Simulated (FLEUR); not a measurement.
Crystal: HfO2.

```
Hf O
1.0
     0.00000    2.55750    2.55750
     2.55750    0.00000    2.55750
     2.55750    2.55750    0.00000
Hf O
1 2
Direct
  0.00000 0.00000 0.00000
  0.75000 0.75000 0.75000
  0.25000 0.25000 0.25000
```

Measurements of this composition are mostly on another form, of space group No. 14.

Base run:

| Item | Value |
| --- | --- |
| Program | FLEUR MaX-R8.1 (later development tree) |
| Functional | SCAN |
| Potentials or basis | all-electron |
| Basis | FLAPW |
| Kmax | 4.86 1/bohr |
| k mesh | 9 × 9 × 9 |
| Occupations | fermi-dirac, width 0.05 eV |
| Spin | no spin polarisation |

Its results: band gap on the k mesh 4.22 eV, indirect (least direct gap 4.34 eV).

Task: The run is repeated on the same cell with these changes: functional from SCAN to PBEsol. What comes out?

Result: Band gap on the k mesh 3.69 eV, indirect (least direct gap 3.81 eV).

SCAN gives the wider gap, since meta-GGAs in the generalised Kohn-Sham scheme recover part of the derivative discontinuity.

Caveats: spin-orbit coupling is left out, which moves the levels of the heavy elements; the mesh misses the band edges, which the band path finds closer together; the meta-GGA is that of a development version, with a GGA for the radial functions and cores and without core tails (some runs).

Not every run made on this cell is shown here.
